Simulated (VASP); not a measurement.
# Tl₁₂H: harmonic vibrations of an adsorbate, by atoms left free

Tl₁₂H, slab, 13 atoms in the cell. PBE, harmonic vibrations; PAW potentials Tl_d, H (PBE set).

| Atoms left free | Zero-point energy (eV) | Vibrational entropy at 298 K (meV/K) | Displaced cells | Ionic steps, all stages | Electronic steps, all stages | Time (s) |
|---|---|---|---|---|---|---|
| the adsorbate | 0.099 | 0.082 | 6 | 54 | 572 | 589 |
| the adsorbate and the three nearest surface atoms | 0.123 | 2.186 | 24 | 72 | 735 | 766 |

Limits: the slab is thin and the surface cell small, so the value carries both errors; the zero-point energy and the entropy count all atoms left free, so they grow with their number.

## Input of the first row

INCAR.step1:
```
ALGO = Normal
EDIFF = 1E-7
EDIFFG = -0.01
ENCUT = 250
IBRION = 2
ISIF = 2
ISMEAR = 1
KPAR = 2
LASPH = True
LCHARG = False
LREAL = False
LWAVE = False
NELM = 100
NSW = 100
POTIM = 0.5
PREC = Accurate
SIGMA = 0.1
```

INCAR.step2, as INCAR.step1 but for:
```
- EDIFFG = -0.01
- IBRION = 2
- ISIF = 2
- NSW = 100
- POTIM = 0.5
+ IBRION = 5
+ NFREE = 2
+ NSW = 1
+ POTIM = 0.015
```

KPOINTS:
```
k-points
0
Gamma
  3 3 1
```

POSCAR.step1:
```
Tl12H
1.0
    7.8239806940      0.0000000000      0.0000000000
    3.9119903470      5.5323898046      0.0000000000
    0.0000000000      0.0000000000     20.7023898046
Tl H
12 1
Selective dynamics
Direct
    0.0000000000      0.0000000000      0.2898216127  F F F
    0.5000000000      0.0000000000      0.2898216127  F F F
    0.0000000000      0.5000000000      0.2898216127  F F F
    0.5000000000      0.5000000000      0.2898216127  F F F
   -0.2500000000      0.5000000000      0.4234387906  T T T
    0.2500000000      0.5000000000      0.4234387906  T T T
   -0.2500000000      1.0000000000      0.4234387906  T T T
    0.2500000000      1.0000000000      0.4234387906  T T T
    0.0000000000      0.0000000000      0.5570559686  T T T
    0.5000000000      0.0000000000      0.5570559686  T T T
    0.0000000000      0.5000000000      0.5570559686  T T T
    0.5000000000      0.5000000000      0.5570559686  T T T
    0.1875000000      0.1250000000      0.5812077696  T T T
```

POSCAR.step2:
```
Tl12H
1.0
    7.8239806940      0.0000000000      0.0000000000
    3.9119903470      5.5323898046      0.0000000000
    0.0000000000      0.0000000000     20.7023898046
Tl H
12 1
Selective dynamics
Direct
    0.0000000000      0.0000000000      0.2898216127  F F F
    0.5000000000      0.0000000000      0.2898216127  F F F
    0.0000000000      0.5000000000      0.2898216127  F F F
    0.5000000000      0.5000000000      0.2898216127  F F F
    0.7642202863      0.4948550401      0.4283010566  F F F
    0.2409246736      0.4948550401      0.4283010566  F F F
    0.7447808716      0.0104382568      0.4191605542  F F F
    0.2640578021      0.9718843959      0.4190415024  F F F
    0.0050441992      0.0065852154      0.5540325437  F F F
    0.4883705855      0.0065852154      0.5540325437  F F F
    0.9735523402      0.5528953196      0.5722047078  F F F
    0.5056848104      0.4886303793      0.5600348790  F F F
    0.1720483224      0.1559033551      0.5848008661  T T T
```

Commands (each step's output is kept before the next begins):
```
cat potpaw_PBE.64/Tl_d/POTCAR potpaw_PBE.64/H/POTCAR > POTCAR
cp INCAR.step1 INCAR
cp POSCAR.step1 POSCAR
mpirun -np 8 vasp_std > vasp.out
# POSCAR: the relaxed cell, only the named atoms free
cp INCAR.step2 INCAR
cp POSCAR.step2 POSCAR
mpirun -np 8 vasp_std > vasp.out
```

VASP 6.6.1 took 589 s on 8 cores (Intel Xeon 6975P-C (Granite Rapids)), a shared host.
